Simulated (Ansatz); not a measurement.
A plane-wave DFT run in Ansatz 0.2.0 (scalar-relativistic PAW potentials unless the input names others): input and command.

```yaml
crystal:
  lattice:
    - [11.2, 0.0, 0.0]
    - [0.0, 9.3, 0.0]
    - [0.0, 0.0, 4.3940213532]
  atoms:
    - { symbol: Ga, position: [0.4249147725, 0.5, 0.0], spin: 0.5 }
    - { symbol: P, position: [0.3664636386, 0.5, 0.5], spin: 0.5 }
    - { symbol: P, position: [0.6335363614, 0.5, 0.0], spin: 0.5 }
    - { symbol: Ga, position: [0.5750852275, 0.5, 0.5], spin: 0.5 }
basis:
  ecutwfc: 420
kpoints:
  mp_grid: { grid: [1, 1, 15] }
hamiltonian:
  xc: pbesol
scf:
  occupations: { method: fermi_dirac, width: 0.3 }
  n_extra_bands: 0
  max_iter: 80
output:
  forces: true
  eigenvalues: true
  stress: true
magnetization:
  spin_polarized: true
```

```bash
ansatz run input.yaml --threads 2 --pin off --max-ram 5120MiB --backend cpu --events-out ev --progress --plain --runs-dir out
```

Task: Will this input run?

Result: The program refuses it, because of too few bands (scf.n_extra_bands: not typed → 0). Also changed, but not at fault: scf.occupations: {"method": "gaussian", "width": 0.05} → {"method": "fermi_dirac", "width": 0.3}. With the sound run's settings it is accepted.

Abridged log:
```
Error: inconsistent input (scf.n_extra_bands): n_bands = 18 cannot host the net starting moment |Σ_I m_I| = 2.0000 μB: with N_el = 36 the majority spin channel must hold (N_el + |M|)/2 = 19.0000 electrons at no more than one per band — at least 19 bands (18 bands cap the reachable moment at 2·n_bands − N_el = 0.0000 μB); raise scf.n_extra_bands until at least 19 bands are solved (omitted, it auto-derives to 30)
```